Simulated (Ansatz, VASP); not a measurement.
**Two plane-wave programs on GaP**

INCAR

```
SYSTEM = GaP
PREC     = Accurate       ! precision mode
ENCUT    = 520            ! plane-wave cutoff, eV
EDIFF    = 1E-7           ! SCF threshold, eV
ISMEAR   = 0              ! smearing method
SIGMA    = 0.01           ! smearing width, eV
LREAL    = .False.        ! projectors in reciprocal space
LASPH    = .True.         ! aspherical terms in the spheres
NELM     = 80             ! most SCF steps
ALGO     = Normal         ! electronic algorithm
ISIF     = 2              ! what is computed and relaxed
LWAVE    = .False.        ! write WAVECAR
LCHARG   = .False.        ! write CHGCAR
GGA      = PS             ! functional
NBANDS   = 16             ! bands
```

KPOINTS

```
regular mesh
0
Gamma
  8 8 8
  0 0 0
```

POSCAR

```
GaP
1.0
    0.0000000000      2.7252500000      2.7252500000
    2.7252500000      0.0000000000      2.7252500000
    2.7252500000      2.7252500000      0.0000000000
Ga P
1 1
Direct
    0.0000000000      0.0000000000      0.0000000000
    0.2500000000      0.2500000000      0.2500000000
```

Input for Ansatz:

```yaml
crystal:
  lattice:
    - [0.0, 2.72525, 2.72525]
    - [2.72525, 0.0, 2.72525]
    - [2.72525, 2.72525, 0.0]
  atoms:
    - { symbol: Ga, position: [0.0, 0.0, 0.0] }
    - { symbol: P, position: [0.25, 0.25, 0.25] }
basis:
  ecutwfc: 510.0
kpoints:
  mp_grid:
    grid: [8, 8, 8]
    shift: [0.0, 0.0, 0.0]
hamiltonian:
  xc: pbesol
  pseudopotentials:
    kind: paw
scf:
  occupations:
    method: fixed
output:
  stress: true
  eigenvalues: true
```

Alike in both runs: task single point; functional PBEsol; k mesh 8 × 8 × 8; no spin polarisation.

|  | VASP | Ansatz |
| --- | --- | --- |
| version | VASP 6.6.1 | Ansatz 0.2.0 |
| potentials or method | VASP PAW PBE potentials, release 64 (Ga_d, P) | plane waves, PAW |
| plane-wave cutoff (eV) | 520 | 510 |
| occupations | gaussian, width 0.01 eV | fixed |
| valence electrons in the cell | 18 | 18 |

Ansatz gave:

```
gap on the k mesh at the Fermi level (eV) : 1.51
pressure (GPa)                            : -0.6
```

Question: Estimate VASP's values.

Answer: gap on the k mesh at the Fermi level (eV): 1.52; pressure (GPa): -0.7.

Caveats: the PAW data sets were made with another functional, which shifts forces and pressure a little (VASP). A k mesh can miss the band edges.
